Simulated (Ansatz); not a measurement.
**Iron, hcp under revPBE: ground state and equation of state**

What does revPBE give for iron in the hcp structure? We relax it, solve it on a dense k-mesh, then scale the cell to 7 volumes from 88 to 112 % of the relaxed one and try a fit of the equation of state. Spin polarisation is left out, though the real metal is magnetic, so this state lies above the ground state. The k-meshes are 14×14×8 for the relaxation; 24×24×13 for the dense run; 16×16×9 for the volumes.

This is Fe in the hcp structure; at room conditions it is bcc.

Program: Ansatz 0.2.0. Level of theory: DFT revPBE, plane waves (420 eV) with PAW, scalar-relativistic; PAW files made under PBE, frozen cores solved again for the functional. These are calculated values, not measurements.

## 1. The starting structure

Symmetry: P6_3/mmc, No. 194, hexagonal system. Conventional cell: a = 2.554 Å, b = 2.554 Å, c = 4.170 Å, α = 90.00°, β = 90.00°, γ = 120.00°. Fe (site symmetry -6m2) has 12 Fe at 2.55 Å as nearest neighbours.

Coordinates:

```cif
data_structure
_symmetry_space_group_name_H-M 'P 1'
_symmetry_Int_Tables_number 1
_cell_length_a 2.5538
_cell_length_b 2.5538
_cell_length_c 4.1703
_cell_angle_alpha 90.000
_cell_angle_beta 90.000
_cell_angle_gamma 120.000
_cell_volume 23.55
loop_
_atom_site_label
_atom_site_type_symbol
_atom_site_fract_x
_atom_site_fract_y
_atom_site_fract_z
_atom_site_occupancy
Fe1 Fe 0.33333 0.66667 0.25000 1
Fe2 Fe 0.66667 0.33333 0.75000 1
```

## 2. Relaxation of the cell

input.yaml

```yaml
crystal:
  lattice:
    - [2.5537576109, 0.0, 0.0]
    - [-1.2768788055, 2.2116189662, 0.0]
    - [0.0, 0.0, 4.1702861787]
  atoms:
    - { symbol: Fe, position: [0.3333333333, 0.6666666667, 0.25] }
    - { symbol: Fe, position: [0.6666666667, 0.3333333333, 0.75] }
hamiltonian:
  xc: revpbe
  pseudopotentials:
    kind: paw
    azcp:
      Fe: "pseudopotentials/Fe.paw.azcp"
basis:
  ecutwfc: 420
  fft_grid_basis: typed
kpoints:
  mp_grid: { grid: [14, 14, 8], shift: [0, 0, 0] }
magnetization:
  spin_polarized: false
scf:
  occupations: { method: fermi_dirac, width: 0.1 }
relax:
  max_steps: 60
  f_tol: 0.01
  cell: {}
```

After this run come: Single point on a dense mesh; Equation of state: 88 %; Equation of state: 92 %; Equation of state: 96 %; Equation of state: 100 %; Equation of state: 104 %; Equation of state: 108 %; Equation of state: 112 %.

Before running it: what results should come out? Wanted: space group; conventional cell; volume; shortest distance; gap on the mesh; relative to bcc, ferromagnetic; V₀, B₀, B₀′.

As calculated:

| quantity | value |
| --- | --- |
| space group (spins left aside) | P6_3/mmc (No. 194) |
| conventional cell | a = 2.474 Å, c = 3.913 Å (c/a = 1.581) |
| volume | 10.369 Å³/atom |
| shortest distance | 2.422 Å |
| gap on the mesh | none (levels filled in part) |
| relative to bcc, ferromagnetic | +137 meV/atom |
| V₀, B₀, B₀′ | 10.347 Å³/atom, 277 GPa, 4.6 |

**Reading.** From the guessed start the volume shrank by 12.0 % in 8 steps. It lies 137 meV/atom above the element's reference form at the same level (bcc, ferromagnetic, from a run of its own); part of this is magnetic energy, as this run has no moments. No gap shows: it is a metal or semimetal at this level. B₀ comes out at 277 GPa; letting shape and positions relax at each volume could only lower it. Relaxation kept the symmetry; phonons were not checked.
